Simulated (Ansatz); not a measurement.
# WSi2N4 monolayer in a perpendicular field, part 2 of 2

Aim: how the WSi2N4 monolayer screens a field along its normal, and what the field does to its bands. A positive field points along +c.

Ansatz 0.2.0; plane-wave DFT, PBE-D3(BJ), Ansatz PAW (set soft_1); PAW set soft_1.

So far, gap on the k-mesh (eV): step 2 (relaxation) 2.43.

**3. Single point, field 0**

A sawtooth potential applies the field, turning back in the middle of the vacuum. With the dipole correction the typed value is the field outside the slab. The induced dipole is small, so the SCF threshold is tight.

The cell differs from the one that the last finished run ended in (c 45.201 → 25.076 Å).

input.yaml reads:

```yaml
crystal:
  lattice:
    - [2.8897055121, 0.0, 0.0]
    - [-1.4448527561, 2.5025583829, 0.0]
    - [0.0, 0.0, 25.0763741939]
  atoms:
    - { symbol: "N", position: [0.0, 0.0, 0.3589035612] }
    - { symbol: Si, position: [0.3333333333, 0.6666666667, 0.3797539108] }
    - { symbol: "N", position: [0.3333333333, 0.6666666667, 0.4496024558] }
    - { symbol: W, position: [0.0, 0.0, 0.5] }
    - { symbol: "N", position: [0.3333333333, 0.6666666667, 0.5503975442] }
    - { symbol: Si, position: [0.3333333333, 0.6666666667, 0.6202460892] }
    - { symbol: "N", position: [0.0, 0.0, 0.6410964388] }
kpoints:
  mp_grid: { grid: [18, 18, 1] }
  band_path:
    path: [[0, 0, 0], [0.5, 0, 0], [0.33333333, 0.33333333, 0], [0, 0, 0]]
    npoints: 16
hamiltonian:
  xc: pbe
  dispersion: d3bj
  pseudopotentials: { kind: paw, azcp: { folder: soft_1 } }
scf:
  occupations: { method: fermi_dirac, width: 0.02585 }
  convergence: { dr2_threshold: 1.0e-10 }
efield:
  axis: 3
  dipole_correction: true
  ramp_position: 0.97
  ramp_width: 0.06
  amplitude: 0
output:
  dos: { projected: true, e_range: [-6, 5] }
  write_potential: true
  write_density: true
  volumetric_format: npy
  elf: true
```

Run with:

```sh
$ ansatz run input.yaml --threads 2 --pin off --max-ram 3072MiB --backend cpu --events-out ev --progress --plain --runs-dir out
```

Numbers of over 12 decimals in the logs are rounded to 6 here.

What it wrote:

```text
[...]
Crystal: 7 atoms, lattice volume = 181.344 Å³
Basis set: ecut = 420 eV, 3551 PW (Γ)
Bands: 28, of which v1, the nominal top of the filled ones, is band 21 counted from 1 (20 counted from 0)
Symmetry: 6 space group operations
k-points: 37 of 324 (time reversal used)
[...]
SCF iter   1: F=—  HF=-13209.169535 eV  |F-HF|=—  |Δ(HF+E_count)|=         —  Δρ=1.15e-1  dr2=2.61e1  ethr=3.10e-3  p=0.000 e·Å  D=5.07e-14 V/Å  ΔV_dip=-0.00 eV  dr2_dipole=2.59e-9  V_vac-E_F(+/−)=6.66/6.66 eV  ⟨swp⟩=10.1  Hψ=7129  notcnv=0
efield: sawtooth ramp at fractional position 0.9700 (set: `efield.ramp_position`, or a place that a band, a saddle search or an elastic batch's reference lends), width 0.0600; the density the first Hamiltonian is built on has a dipole p = 0.000 e·Å; the dipole correction subtracts the counter field D = 5.07e-14 V/Å, which shifts the + side's vacuum level by -0.00 eV against the − side's; the planar-averaged density in the ramp window peaks in size at 3.8e-7 e/Å³
[...]
SCF iter   2: F=—  HF=-13204.684230 eV  |F-HF|=—  |Δ(HF+E_count)|=    4.49e0  Δρ=8.13e-2  dr2=1.69e1  ethr=3.10e-3  p=-0.000 e·Å  D=-3.60e-5 V/Å  ΔV_dip=0.00 eV  dr2_dipole=7.54e-8  V_vac-E_F(+/−)=6.79/6.79 eV  ⟨swp⟩=5.0  Hψ=3702  notcnv=0  defer=70
[...]
SCF iter  16: F=-13201.699279 eV  HF=-13201.699279 eV  |F-HF|=2.00e-11  |Δ(HF+E_count)|=  1.82e-12  Δρ=9.20e-8  dr2=1.93e-11  ethr=1.00e-12  p=0.000 e·Å  D=1.12e-7 V/Å  ΔV_dip=-0.00 eV  dr2_dipole=3.95e-13  V_vac-E_F(+/−)=4.13/4.13 eV  ⟨swp⟩=3.0  Hψ=2139  notcnv=0
SCF 1 converged in 16 iterations: F = -13201.699279 eV  dr2 = 1.93e-11
[...]
NSCF: frozen V_eff on 49 k-points
efield: sawtooth ramp at fractional position 0.9700 (kept from the solve that this one continues, or follows in the run), width 0.0600; the density the first Hamiltonian is built on has a dipole p = 0.000 e·Å; the dipole correction subtracts the counter field D = 1.12e-7 V/Å, which shifts the + side's vacuum level by -0.00 eV against the − side's; the planar-averaged density in the ramp window peaks in size at 7.2e-7 e/Å³
[...]
SCF converged after 16 iterations
Free energy (F): -13201.699279 eV
[...]
Internal energy: -13201.699279 eV  (E = F + TS)
E sigma→0 (E₀):  -13201.699279 eV
Fermi energy:    2.908417 eV
Dipole field:    D = -0.000001 V/Å  (p = -0.000001 e·Å, saw-weighted, corrected)
Work function:   Φ+ = 4.1285 eV   Φ− = 4.1285 eV
Levels:          The Fermi level and band energies are counted from a zero that moves with the ramp; work functions are not
[...]
--- Band table (eV; the first three rows and the last of 37) ---
  k-point 0: bands = [... 17 lower, -0.8374, -0.7796, -0.7796, 1.6964, 4.8163, 4.8163, 5.4744, 5.4744, ... 3 higher]
  k-point 1: bands = [... 17 lower, -0.9899, -0.8482, -0.6459, 1.6663, 4.6832, 4.8153, 5.3319, 5.5712, ... 3 higher]
  k-point 2: bands = [... 17 lower, -1.1664, -1.0353, -0.5918, 1.5154, 4.5371, 4.8184, 5.2180, 5.8348, ... 3 higher]
  k-point 36: bands = [... 17 lower, -2.5763, -0.6573, 0.0881, 1.3912, 4.1679, 5.1629, 6.4851, 6.8597, ... 3 higher]
```

Elapsed: 21 s, on 2 threads of Arm Neoverse V2, shared host; peak memory 0.49 GiB; 42 s of CPU time.

In the SCF lines HF is the Harris–Foulkes energy and dr2 the Hartree energy of the density residual, in eV; the loop may stop once dr2 is under the threshold and the program's other checks hold. Hψ counts applications of the Hamiltonian.

Numbers from this step:

| Quantity | Value |
| --- | --- |
| dipole along the normal | -7.77e-7 e·Å |
| gap along the path | 2.430 eV |
| smallest direct gap along the path | 2.777 eV |
| ionisation energy, upper face | 5.341 eV |
| electron affinity, upper face | 2.910 eV |
| gap, the smaller of path and mesh | 2.430 eV |

Running mean over a fixed 2.6 Å (it still follows the layers) of the planar mean; the ramp of the sawtooth is left out. The electron's electrostatic potential energy less the Fermi level by z:

z (Å), electron's electrostatic potential energy less the Fermi level (eV) and a bar from the least value:
```
        4        4.1 ##############################
        5        4.1 ##############################
        6        4.1 ##############################
        7        3.7 #############################
        8       -2.5 ##################
        9       -8.6 ########
       10      -10.4 #####
       11       -9.0 #######
       12      -12.7 
       13      -12.9 
       14       -9.1 #######
       15      -10.3 #####
       16       -8.8 #######
       17       -3.2 #################
       18        3.5 #############################
       19        4.1 ##############################
       20        4.1 ##############################
       21        4.1 ##############################
       22        4.1 ##############################
```

The density of states has structure finer than the step of the table below, so its rows give means over 0.25 eV, whole bins alone (the curve runs from -6 to 3.21 eV). Peaks (eV: height): -4.980: 6.72, -4.620: 6.39, -3.770: 10.7, -2.360: 9.95, 1.610: 17.4, 1.910: 12.1, 2.380: 7.08.

Density of states against energy, zero at the Fermi level of the run, which the smearing sets inside the gap; means over each step:

```tsv
energy (eV)	density of states (states/eV a cell)
-5.75	2.33
-5.50	2.78
-5.25	3.02
-5.00	4.27
-4.75	3.76
-4.50	3.85
-4.25	3.69
-4.00	3.61
-3.75	7.33
-3.50	3.75
-3.25	1.14
-3.00	0.800
-2.75	0.125
-2.50	0.796
-2.25	3.97
-2.00	1.54
-1.75	1.00
-1.50	0.522
-1.25	0.318
-1.00	0
-0.75	0
-0.50	0
-0.25	0
0.00	0
0.25	0
0.50	0
0.75	0
1.00	0
1.25	0.313
1.50	2.99
1.75	5.12
2.00	3.34
2.25	3.26
2.50	4.39
2.75	2.98
3.00	2.08
```

Projected DOS per atom over height of the atomic layer and energy from the Fermi level. Layers: N Si N W N Si N from below.

Ten even steps from '0' (0.00 states/eV) to '9' (2.05 states/eV), each cell a mean:
```
0006000
1219121
0115110
1229221
0000000
0000000
0000000
0000000
0000000
0000000
0000000
0002000
0006000
0007000
0000000
1020201
7062607
2042402
3043403
3042403
2022202
2011102
```
Columns: height of the atomic layer (Å) from 9 to 16.1 (not evenly spaced); rows upwards: energy from the Fermi level (eV) from -5.96 to 3.13.

Electronic bands along the path, in eV, zero at the Fermi level of the run, which the smearing sets inside the gap:

```tsv
point	band 18	band 19	band 20	band 21	band 22	band 23	band 24	band 25
Γ	-3.75	-3.69	-3.69	-1.21	1.91	1.91	2.57	2.57
halfway	-4.61	-4.18	-3.74	-2.21	1.66	2.09	2.40	3.77
M	-3.83	-3.80	-3.28	-2.36	1.22	1.54	3.17	3.35
halfway	-4.48	-3.66	-3.22	-1.99	2.05	2.33	2.64	3.84
K	-5.48	-3.57	-2.82	-1.52	1.26	2.25	3.58	3.95
halfway	-4.03	-3.88	-3.85	-2.34	1.59	2.58	2.65	3.97
Γ	-3.75	-3.69	-3.69	-1.21	1.91	1.91	2.57	2.57
```

Electrostatic potential energy in the ca plane at fractional y = 0.667, with atoms of Si and N within 0.2 Å of it. With pseudopotentials it is smooth inside the atoms' cores, unlike the true potential.

Values in eV, 5 rows by 16 columns, each cell a mean:
```
  7   7   7   7   5  -1   2   2 -19  -9   4   0   1   6   7   7
  7   7   7   7   4  -8  -2   1 -12  -5   2  -7  -2   6   7   7
  7   7   7   7   1 -27 -20 -28  -5 -16 -20 -27 -18   5   7   7
  7   7   7   7  -1 -24 -22 -34  -6 -20 -26 -23 -20   5   7   7
  7   7   7   7   3 -16  -7  -6  -7  -6  -3 -16  -7   6   7   7
```
Columns run along c (16.0 Å, from fractional 0.16 to 0.79 of the cell; values clipped at the 3rd and 97th percentile), rows up along a (2.9 Å). Atoms in or near the plane, at fractional coordinates: Si at (0.38, 0.33), N at (0.45, 0.33), N at (0.55, 0.33), Si at (0.62, 0.33).

Valence density in the ca plane at fractional y = 0.667, with atoms of Si and N within 0.2 Å of it. It is the smooth field of the valence electrons, not physical close to the nuclei.

Ten steps, logarithmic in the rise over the least value, from '0' (0.0 e/Å³) to '9' (3.4 e/Å³), each cell a mean:
```
00000000001245665433445776543334666421000000
00000000001245665333445776543334666421000000
00000000000235665445666666665445665421000000
00000000000134554567887556888654555321000000
00000000000124444579998557999864344310000000
00000000000124434579998557999864344310000000
00000000000134554567887556898754555320000000
00000000000235665445666666665445565421000000
```
Columns run along c (16.0 Å, from fractional 0.16 to 0.79 of the cell), rows up along a (2.9 Å). Atoms in or near the plane, at fractional coordinates: Si at (0.38, 0.33), N at (0.45, 0.33), N at (0.55, 0.33), Si at (0.62, 0.33).

ELF in the ca plane at fractional y = 0.667, with atoms of Si and N within 0.2 Å of it. It is the smooth field of the valence electrons, not physical close to the nuclei.

Values, 5 rows by 16 columns, each cell a mean:
```
0.00 0.00 0.00 0.00 0.00 0.01 0.23 0.64 0.58 0.11 0.15 0.38 0.15 0.11 0.58 0.64
0.00 0.00 0.00 0.00 0.00 0.01 0.14 0.59 0.58 0.33 0.44 0.25 0.44 0.33 0.58 0.59
0.00 0.00 0.00 0.00 0.00 0.00 0.04 0.28 0.29 0.74 0.64 0.27 0.64 0.74 0.29 0.28
0.00 0.00 0.00 0.00 0.00 0.00 0.03 0.19 0.27 0.77 0.50 0.31 0.50 0.77 0.27 0.19
0.00 0.00 0.00 0.00 0.00 0.00 0.10 0.51 0.50 0.50 0.62 0.21 0.62 0.50 0.50 0.51
```
Columns run along c (16.0 Å, from fractional 0.05 to 0.69 of the cell), rows up along a (2.9 Å). Atoms in or near the plane, at fractional coordinates: Si at (0.38, 0.33), N at (0.45, 0.33), N at (0.55, 0.33), Si at (0.62, 0.33).

The gap is 2.43 eV, with the valence edge 5.34 eV and the conduction edge 2.91 eV under the upper vacuum level. Spin-orbit coupling, left out in this run, matters for the bands of elements this heavy.

**4. Single point, field 0.1 V/Å**

input.yaml, as its differences from that of step 3:

```diff
@@ -28,7 +28,6 @@
   dipole_correction: true
-  ramp_position: 0.97
-  ramp_width: 0.06
-  amplitude: 0
+  ramp_position: 0.9366
+  ramp_width: 0.1268
+  amplitude: 0.1
 output:
-  dos: { projected: true, e_range: [-6, 5] }
   write_potential: true
@@ -36,2 +35 @@
   volumetric_format: npy
-  elf: true
```

What it wrote:

```text
[...]
Crystal: 7 atoms, lattice volume = 181.344 Å³
Basis set: ecut = 420 eV, 3551 PW (Γ)
Bands: 28, of which v1, the nominal top of the filled ones, is band 21 counted from 1 (20 counted from 0)
Symmetry: 6 space group operations
k-points: 37 of 324 (time reversal used)
[...]
k-point 0: bands = [... 17 lower, -0.8369, -0.7798, -0.7798, 1.6962, 4.8159, 4.8159, 5.4742, 5.4742, ... 3 higher]
  k-point 1: bands = [... 17 lower, -0.9896, -0.8484, -0.6458, 1.6661, 4.6822, 4.8149, 5.3300, 5.5709, ... 3 higher]
  k-point 2: bands = [... 17 lower, -1.1659, -1.0354, -0.5916, 1.5152, 4.5360, 4.8180, 5.2171, 5.8345, ... 3 higher]
  k-point 36: bands = [... 17 lower, -2.5768, -0.6593, 0.0901, 1.3909, 4.1676, 5.1621, 6.4845, 6.8597, ... 3 higher]
[key lines of the parts left out:]
SCF converged after 17 iterations
Free energy (F): -13201.700846 eV
Fermi energy:    2.905589 eV
Dipole field:    D = 0.031282 V/Å  (p = 0.031349 e·Å, saw-weighted, corrected)
```

The job ended after 21 s (2 threads; peak memory 0.47 GiB).

The dipole is 0.0313 e·Å, and the gap 2.424 eV.

**5. Single point, field -0.1 V/Å**

input.yaml, as its differences from that of step 4:

```diff
@@ -30,3 +30,3 @@
   ramp_width: 0.1268
-  amplitude: 0.1
+  amplitude: -0.1
 output:
```

What it wrote:

```text
[...]
Crystal: 7 atoms, lattice volume = 181.344 Å³
Basis set: ecut = 420 eV, 3551 PW (Γ)
Bands: 28, of which v1, the nominal top of the filled ones, is band 21 counted from 1 (20 counted from 0)
Symmetry: 6 space group operations
k-points: 37 of 324 (time reversal used)
[...]
k-point 0: bands = [... 17 lower, -0.8369, -0.7798, -0.7798, 1.6962, 4.8159, 4.8159, 5.4742, 5.4742, ... 3 higher]
  k-point 1: bands = [... 17 lower, -0.9896, -0.8484, -0.6458, 1.6661, 4.6822, 4.8149, 5.3300, 5.5709, ... 3 higher]
  k-point 2: bands = [... 17 lower, -1.1659, -1.0354, -0.5916, 1.5152, 4.5360, 4.8180, 5.2171, 5.8345, ... 3 higher]
  k-point 36: bands = [... 17 lower, -2.5768, -0.6593, 0.0901, 1.3909, 4.1676, 5.1621, 6.4845, 6.8597, ... 3 higher]
[key lines of the parts left out:]
SCF converged after 17 iterations
Free energy (F): -13201.700846 eV
Fermi energy:    2.905589 eV
Dipole field:    D = -0.031282 V/Å  (p = -0.031350 e·Å, saw-weighted, corrected)
```

Elapsed: 21 s, on 2 threads; peak memory 0.47 GiB.

The dipole is -0.0314 e·Å, and the gap 2.424 eV.

**6. Response, atoms held**

This step: plane-wave DFT, PBE-D3(BJ), Ansatz PAW (set soft_1); response to a field along the normal, atoms held; PAW set soft_1 (Ansatz 0.2.0).

The dipoles give the slope, and the difference of two potentials shows where the field is screened.

This step gave:

```
equivalent conductor thickness p/(ε₀AE) : 7.844 Å
distance between the outer atoms        : 7.076 Å
```

Dipole of the cell against applied field:

```tsv
applied field (V/Å)	dipole of the cell (e·Å)
-0.1000	-0.0314
0.0000	-7.8e-7
0.1000	0.0313
```

Local field over the applied field, running mean. From the potentials at -0.1 and 0.1 V/Å; running mean over 2.5 Å. Table of local field over applied field by z:

```tsv
z (Å)	local field over applied field
5	0.998
6	0.983
7	0.867
8	0.562
9	0.289
10	0.186
11	0.154
12	0.0838
13	0.0807
14	0.149
15	0.183
16	0.275
17	0.536
18	0.849
19	0.980
20	0.998
21	1.000
```

The induced electron density oscillates, so the rows of the table below give means over windows of 1 Å about each position, cut where the curve ends. Its maxima inside the range that stand out by 2 % of the span (Å: e/Å³ per V/Å): 8.2: 0.00386, 9.2: 0.00127, 10.6: 0.00152, 11.3: 0.00130, 13.2: 4.2e-4, 14.1: -2.2e-4, 15.3: 0.00224, 16.2: -5.0e-4. Its minima: 8.9: 5.0e-4, 9.8: -0.00224, 11.0: 2.2e-4, 11.8: -4.2e-4, 13.8: -0.00130, 14.5: -0.00152, 15.9: -0.00127, 16.9: -0.00386.

Electrons, planar mean, per unit field. Induced electron density against z; means over each step:

```tsv
z (Å)	induced electron density (e/Å³ per V/Å)
5	7.5e-6
6	9.0e-5
7	8.0e-4
8	0.00312
9	8.3e-4
10	-5.9e-4
11	9.2e-4
12	-6.0e-5
13	1.1e-4
14	-8.5e-4
15	3.5e-4
16	-5.5e-4
17	-0.00313
18	-9.3e-4
19	-1.1e-4
20	-9.0e-6
21	-1.0e-6
```

The smaller of the gaps on the path and on the k-mesh, counted as 0 under 0.03 eV. Gap against applied field:

```tsv
applied field (V/Å)	gap (eV)
-0.1000	2.42
0.0000	2.43
0.1000	2.42
```

By hand: between -0.1 and 0.1 V/Å the dipole changes by 0.06270 e·Å, a slope of 0.3135 e·Å²/V. A perfect conductor of thickness t has p = ε₀AEt, so t = 180.95 × 0.3135 / 7.232 = 7.84 Å (e/ε₀ = 180.95 V·Å, A in Å²).

The induced dipole is that of a conductor 7.84 Å thick.

**7. Summary of results**

```json
{
 "gap without field": "2.43 eV",
 "ionisation energy, upper face": "5.34 eV",
 "electron affinity, upper face": "2.91 eV",
 "equivalent conductor thickness, atoms held": "7.84 Å"
}
```

In words: The induced dipole equals that of a perfect conductor 7.84 Å thick, while the outer atoms lie 7.08 Å apart; an out-of-plane ε follows only once a thickness t is chosen, by 1 − 1/ε = 7.84 Å / t. The gap stays within 0.01 eV of 2.43 eV over the fields run, up to 0.1 V/Å in size. Semilocal functionals give gaps that are too small, and excitons are not included. Spin-orbit coupling is left out, which matters for the bands of elements this heavy. The outer anions sit over the metal atoms, one of several polytypes of such layers and not the lowest for every compound.

[Logs are printed without paths, hosts, clocks, repeated set-up lines and the standing remarks that a program may print on its own settings, such as how far it seeks lower states.]

[Hosts, paths, dates, database ids (printed as entryN), source tags and the programs' standing remarks are cut or masked in the printed files.]

[Maps of the electrostatic potential energy from Ansatz leave out the sawtooth potential of an applied field or a dipole correction, so their vacuum need not be flat; planar profiles and work functions include it.]

[The density of states shown here was stored with 400 of the rows of the run's finer table, so its peaks can read low, often by over a quarter, or be missed, and its means over a window can be off by a tenth or more.]
